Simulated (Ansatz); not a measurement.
Runs of Ansatz 0.2.0 on C. Symmetry: Fd-3m, No. 227, cubic system. Conventional cell: a = 3.567 Å, b = 3.567 Å, c = 3.567 Å, α = 90.00°, β = 90.00°, γ = 90.00°. C (site symmetry -43m) has 4 C at 1.54 Å as nearest neighbours. This isn't the form of C at room conditions, which is graphite.

```tsv
level	k mesh	gap on the mesh (eV)	pressure (GPa)
HSE06	8 × 8 × 8	(a)	-8.1
PBE0	10 × 10 × 10	6.07	-8.3
PBE0	8 × 8 × 8	6.04	-8.3
HSE06	10 × 10 × 10	5.32	-8.1
```

Alike in all rows: task single point; potentials or basis all-electron PAW datasets made for the crystal; no spin polarisation; cell as given; cutoff (eV) 600; smearing fermi-dirac 0.05 eV.

Q: Fill in the values left out.

A: (a) 5.29.

A k mesh can miss the band edges.

Runs at the PBE level aren't shown here.
